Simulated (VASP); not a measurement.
# GaAs in VASP: one cell, several levels of theory

Aim: gap, levels, forces and stress of GaAs (zincblende), under +1.0 % strain along z alone at fixed geometry. Runs: PBE, r2SCAN.

Program: VASP 6.6.1. PAW datasets, plane waves. (Simulation; spin polarisation is off.)

## 1. The system as given

The cell comes from an earlier relaxation with r2SCAN in another program, then strained, with the atoms relaxed again.

Space group I-4m2 (No. 119), tetragonal; a = 4.007 Å, c = 5.725 Å in the conventional setting, 22.97 Å³ an atom. Around Ga lie 4 As at 2.46 Å; around As lie 4 Ga at 2.46 Å.

Coordinates:

```cif
data_structure
_symmetry_space_group_name_H-M 'P 1'
_symmetry_Int_Tables_number 1
_cell_length_a 4.0273
_cell_length_b 4.0273
_cell_length_c 4.0066
_cell_angle_alpha 60.170
_cell_angle_beta 60.170
_cell_angle_gamma 59.660
_cell_volume 45.95
loop_
_atom_site_label
_atom_site_type_symbol
_atom_site_fract_x
_atom_site_fract_y
_atom_site_fract_z
_atom_site_occupancy
Ga1 Ga 0.00000 0.00000 0.00000 1
As1 As 0.25000 0.25000 0.25000 1
```

## 2. Single point with PBE

The input, INCAR:

```
ENCUT = 520.000000
SIGMA = 0.020000
EDIFF = 1.00e-07
GGA = PE
PREC = Accurate
IBRION = -1
ISIF = 2
ISMEAR = -1
NBANDS = 16
NELM = 120
NSW = 0
LASPH = .TRUE.
LCHARG = .TRUE.
LELF = .TRUE.
LWAVE = .FALSE.
LREAL = .FALSE.
```

The input, KPOINTS:

```
KPOINTS created by Atomic Simulation Environment
0
Gamma
8 8 8
0 0 0
```

The input, KPOINTS_OPT:

```
special points
6
Reciprocal
0.0000000000 0.0000000000 0.0000000000 1
-0.5000000000 -0.5000000000 0.0000000000 1
-0.3750000000 -0.3750000000 0.2500000000 1
-0.3750000000 0.0000000000 0.3750000000 1
0.0000000000 0.0000000000 0.5000000000 1
-0.5000000000 -0.2500000000 0.2500000000 1
```

The input, POSCAR:

```
Ga As
 1.0000000000000000
     0.0000000000000000    2.8330850946999999    2.8622658712000000
     2.8330850946999999    0.0000000000000000    2.8622658712000000
     2.8330850946999999    2.8330850946999999    0.0000000000000000
 Ga  As
   1   1
Cartesian
  0.0000000000000000  0.0000000000000000  0.0000000000000000
  1.4165425473499997  1.4165425473499997  1.4311329355999998
```

The run uses the recommended PBE PAW datasets (18 valence electrons a neutral cell).

Run with:

```console
$ mpirun -np 1 vasp_std
```

Standard output, without the iteration lines:

```text
POSCAR found type information on POSCAR GaAs
 POSCAR found :  2 types and       2 ions
 LDA part: xc-table for (Slater+PW92), standard interpolation
 POSCAR, INCAR and KPOINTS ok, starting setup
 FFT: planning ... GRIDC
 FFT: planning ... GRID_SOFT
 FFT: planning ... GRID
 WAVECAR not read
 entering main loop
 Start KPOINTS_OPT (optional k-point list driver)
k-point batch [1-6\6]
```

OSZICAR:

```text
N       E                     dE             d eps       ncg     rms          rms(c)
DAV:   1     0.842643730863E+02    0.84264E+02   -0.89173E+03  1904   0.154E+03
DAV:   2    -0.192953746443E+01   -0.86194E+02   -0.82346E+02  2184   0.310E+02
DAV:   3    -0.831666020130E+01   -0.63871E+01   -0.63677E+01  2288   0.656E+01
DAV:   4    -0.841578572314E+01   -0.99126E-01   -0.99111E-01  2320   0.913E+00
DAV:   5    -0.841717725671E+01   -0.13915E-02   -0.13915E-02  2312   0.977E-01    0.285E+00
DAV:   6    -0.827754493633E+01    0.13963E+00   -0.21122E-01  2840   0.779E+00    0.172E+00
DAV:   7    -0.825872173221E+01    0.18823E-01   -0.61943E-02  2392   0.177E+00    0.559E-01
DAV:   8    -0.825957360680E+01   -0.85187E-03   -0.10138E-02  2232   0.113E+00    0.104E-01
DAV:   9    -0.825997412722E+01   -0.40052E-03   -0.93881E-04  2352   0.366E-01    0.512E-02
DAV:  10    -0.826004101606E+01   -0.66889E-04   -0.70980E-05  2584   0.840E-02    0.278E-02
DAV:  11    -0.826009280379E+01   -0.51788E-04   -0.73314E-05  2120   0.637E-02    0.330E-03
DAV:  12    -0.826009308673E+01   -0.28294E-06   -0.12086E-06  2440   0.149E-02    0.146E-03
DAV:  13    -0.826009344508E+01   -0.35834E-06   -0.55498E-07  2288   0.538E-03    0.670E-04
DAV:  14    -0.826009343473E+01    0.10346E-07   -0.10540E-08  1888   0.109E-03
   1 F= -.82600934E+01 E0= -.82600933E+01  d E =-.205886E-06
       N       E                     dE             ncg
DAV:   1     0.130702163112E+04   -0.33178E+04      208
DAV:   2     0.805630137897E+03   -0.50139E+03      216
DAV:   3     0.767967286121E+03   -0.37663E+02      216
DAV:   4     0.767393150045E+03   -0.57414E+00      272
DAV:   5     0.767388163440E+03   -0.49866E-02      232
DAV:   6     0.767387971820E+03   -0.19162E-03      296
DAV:   7     0.767387971221E+03   -0.59862E-06      232
DAV:   8     0.767387971213E+03   -0.79633E-08      208
```

The lines after F= are the extra pass for the points of KPOINTS_OPT, at fixed density; their E is not a total energy.

OUTCAR, selected sections:

```text
k-points           NKPTS =     59   k-points in BZ     NKDIM =     59   number of bands    NBANDS=     16

   NELECT =      18.0000    total number of electrons

   dimension x,y,z NGX =    30 NGY =   30 NGZ =   30
   dimension x,y,z NGXF=    60 NGYF=   60 NGZF=   60

  energy-cutoff  :      520.00
  volume of cell :       45.95
      direct lattice vectors                 reciprocal lattice vectors
     0.000000000  2.833085095  2.862265871    -0.176486051  0.176486051  0.174686777
     2.833085095  0.000000000  2.862265871     0.176486051 -0.176486051  0.174686777
     2.833085095  2.833085095  0.000000000     0.176486051  0.176486051 -0.174686777

 k-points in reciprocal lattice and weights: KPOINTS created by Atomic Simulation Env
   0.00000000  0.00000000  0.00000000       0.002
   0.12500000  0.00000000  0.00000000       0.016
   0.25000000  0.00000000  0.00000000       0.016
   0.37500000  0.00000000  0.00000000       0.016
   0.50000000  0.00000000  0.00000000       0.008
   0.12500000  0.12500000  0.00000000       0.004
   0.25000000  0.12500000  0.00000000       0.016
   0.37500000  0.12500000  0.00000000       0.016
[... 51 more k-points ...]

 E-fermi :   3.9895

 k-point     1 :       0.0000    0.0000    0.0000
  band No.  band energies     occupation
      1     -11.0054      2.00000
      2     -11.0028      2.00000
      3     -11.0028      2.00000
      4     -10.9295      2.00000
      5     -10.9278      2.00000
      6      -8.8294      2.00000
      7       3.7368      1.99999
      8       3.7957      1.99988
      9       3.7957      1.99988
     10       4.1689      0.00025
     11       7.4913      0.00000
     12       7.4913      0.00000
     13       7.5191      0.00000
     14      11.3115      0.00000
     15      13.7552      0.00000
     16      13.9544      0.00000

 k-point     2 :       0.1250    0.0000    0.0000
  band No.  band energies     occupation
      1     -11.0161      2.00000
      2     -11.0011      2.00000
      3     -10.9995      2.00000
      4     -10.9297      2.00000
      5     -10.9279      2.00000
      6      -8.6514      2.00000
      7       1.8042      2.00000
      8       3.5225      2.00000
      9       3.5699      2.00000
     10       5.2869      0.00000
     11       7.8339      0.00000
     12       7.8364      0.00000
     13       7.9472      0.00000
     14      12.2358      0.00000
     15      12.9473      0.00000
     16      13.0878      0.00000

 k-point     3 :       0.2500    0.0000    0.0000
  band No.  band energies     occupation
      1     -11.0434      2.00000
      2     -10.9939      2.00000
      3     -10.9923      2.00000
      4     -10.9294      2.00000
      5     -10.9272      2.00000
      6      -8.1545      2.00000
      7      -0.3295      2.00000
      8       3.0822      2.00000
      9       3.1458      2.00000
     10       5.1703      0.00000
     11       8.3420      0.00000
     12       8.3624      0.00000
     13       9.6509      0.00000
     14      12.6681      0.00000
     15      12.7924      0.00000
     16      12.8026      0.00000

 k-point     4 :       0.3750    0.0000    0.0000
  band No.  band energies     occupation
      1     -11.0680      2.00000
      2     -10.9881      2.00000
      3     -10.9865      2.00000
      4     -10.9276      2.00000
      5     -10.9251      2.00000
      6      -7.4914      2.00000
      7      -2.0390      2.00000
      8       2.7412      2.00000
      9       2.8184      2.00000
     10       4.8502      0.00000
     11       8.4222      0.00000
     12       8.4790      0.00000
     13      11.3655      0.00000
     14      12.6756      0.00000
     15      13.8971      0.00000
     16      13.9413      0.00000

 k-point     5 :       0.5000    0.0000    0.0000
  band No.  band energies     occupation
      1     -11.0776      2.00000
      2     -10.9861      2.00000
      3     -10.9846      2.00000
      4     -10.9263      2.00000
      5     -10.9237      2.00000
      6      -7.1163      2.00000
      7      -2.7717      2.00000
      8       2.6183      2.00000
      9       2.7007      2.00000
     10       4.7273      0.00000
     11       8.3720      0.00000
     12       8.4384      0.00000
     13      11.5142      0.00000
     14      14.0475      0.00000
     15      15.5163      0.00000
     16      15.6022      0.00000

 k-point     6 :       0.1250    0.1250    0.0000
  band No.  band energies     occupation
      1     -11.0246      2.00000
      2     -10.9963      2.00000
      3     -10.9963      2.00000
      4     -10.9303      2.00000
      5     -10.9278      2.00000
      6      -8.5949      2.00000
      7       1.7351      2.00000
      8       3.1607      2.00000
      9       3.1607      2.00000
     10       6.0371      0.00000
     11       6.8915      0.00000
     12       8.4301      0.00000
     13       8.4301      0.00000
     14      11.6979      0.00000
     15      12.5656      0.00000
     16      14.2002      0.00000

 k-point     7 :       0.2500    0.1250    0.0000
  band No.  band energies     occupation
      1     -11.0457      2.00000
      2     -10.9907      2.00000
      3     -10.9888      2.00000
      4     -10.9323      2.00000
      5     -10.9263      2.00000
      6      -8.2049      2.00000
      7       0.1470      2.00000
      8       2.6293      2.00000
      9       2.6880      2.00000
     10       6.2690      0.00000
     11       7.2031      0.00000
     12       9.1706      0.00000
     13       9.2443      0.00000
     14      11.5434      0.00000
     15      13.7865      0.00000
     16      13.9794      0.00000

 k-point     8 :       0.3750    0.1250    0.0000
  band No.  band energies     occupation
      1     -11.0677      2.00000
      2     -10.9862      2.00000
      3     -10.9824      2.00000
      4     -10.9313      2.00000
      5     -10.9251      2.00000
      6      -7.5812      2.00000
      7      -1.5565      2.00000
      8       2.0148      2.00000
      9       2.4078      2.00000
     10       5.9984      0.00000
     11       7.9079      0.00000
     12       9.3437      0.00000
     13       9.9702      0.00000
     14      12.9724      0.00000
     15      13.8753      0.00000
     16      14.7009      0.00000

[... the tables of k-points 9 to 59 left out ...]

  Total        0.6948058      0.6948058      0.5190772      0.0000000      0.0000000      0.0000000
  in kB       24.2278448     24.2278448     18.1001969      0.0000000      0.0000000      0.0000000
  external PRESSURE =      22.1852955 kB  Pullay stress =       0.0000000 kB

 POSITION                                       TOTAL-FORCE (eV/Angst)
 -----------------------------------------------------------------------------------
      0.00000      0.00000      0.00000         0.000000      0.000000      0.000000
      1.41654      1.41654      1.43113        -0.000000     -0.000000     -0.000000
 -----------------------------------------------------------------------------------
    total drift:                                0.000002      0.000002      0.000001

  FREE ENERGIE OF THE ION-ELECTRON SYSTEM (eV)
  ---------------------------------------------------
  free  energy   TOTEN  =        -8.2600934347 eV

  energy  without entropy=       -8.2600932288  energy(sigma->0) =       -8.26009333
```

Wall time 58 s (1 MPI rank of Intel Xeon Platinum 8488C, shared host); peak memory 0.22 GiB.

The levels at the points of KPOINTS_OPT are read from vasprun.xml.

Near the gap, in eV above the top of the last filled band v; c is the band after it:

| point | v−1 | v | c | c+1 |
| --- | --- | --- | --- | --- |
| Γ | 0.00 | 0.00 | 0.37 | 3.70 |
| X | -2.59 | -2.59 | 1.52 | 1.71 |
| U | -3.79 | -2.18 | 2.00 | 4.65 |
| K | -3.79 | -2.25 | 1.92 | 4.54 |
| L | -1.18 | -1.10 | 0.93 | 4.58 |
| W | -3.48 | -3.28 | 4.56 | 4.72 |

PBE gives a direct gap of 0.37 eV at Γ. The pressure is 2.22 GPa; the forces vanish within 0.01 eV/Å.

The maps below are laid out on this run's own conventional cell (a, b, c = 4.007, 4.007, 5.725 Å).

Density in a lattice plane of the grid's cell (edges 4.01 and 5.72 Å, at 0.000 of the third edge), which holds Ga and As.

Values in e/Å³, 12 rows by 8 columns:
```
 6.83  2.34  0.21  0.07  0.05  0.07  0.21  2.34
 0.44  0.25  0.10  0.03  0.02  0.03  0.10  0.24
 0.12  0.09  0.05  0.02  0.01  0.02  0.05  0.09
 0.05  0.04  0.03  0.02  0.02  0.02  0.03  0.04
 0.02  0.02  0.03  0.04  0.05  0.04  0.03  0.02
 0.02  0.02  0.06  0.11  0.15  0.11  0.06  0.02
 0.02  0.04  0.14  0.33  0.46  0.33  0.14  0.04
 0.05  0.09  0.29  0.55  0.38  0.55  0.29  0.09
 0.12  0.18  0.45  0.42 -0.27  0.42  0.45  0.18
 0.44  0.35  0.51  0.63  0.38  0.63  0.51  0.36
 6.83  2.37  0.45  0.44  0.46  0.44  0.45  2.37
16.50  6.21  0.39  0.18  0.15  0.18  0.39  6.21
```
Columns run along the first of these edges and rows up along the second, over one cell in 8 and 12 even steps from the bottom left corner. Atoms in the plane (fractional): Ga at (0.00, 0.00), As at (0.50, 0.25).

ELF in the same plane.

Ten even steps from '0' (0.01) to '9' (0.88):
```
0013333222333310
1223221101122322
3332210000012233
3322100000001223
2221000000000122
1110000000000011
0000000000000000
0000000000000000
0000011222110000
0000124555421000
0001357787753100
0013578888875310
0125788888887521
1246888656888642
2358997545799853
3358998757899853
3346999888999643
1235799989997532
0023578888875420
3013345555543310
```
Columns run along the first of these edges and rows up along the second, over one cell in 16 and 20 even steps from the bottom left corner. Atoms in the plane (fractional): Ga at (0.00, 0.00), As at (0.50, 0.25).

Both are smooth fields of the valence electrons: close to the nuclei they are not physical.

Maxima of ELF outside the ion cores: 0.89 on the As–Ga line, 0.9 Å from As.

(Part 1 of 2 ends here.)
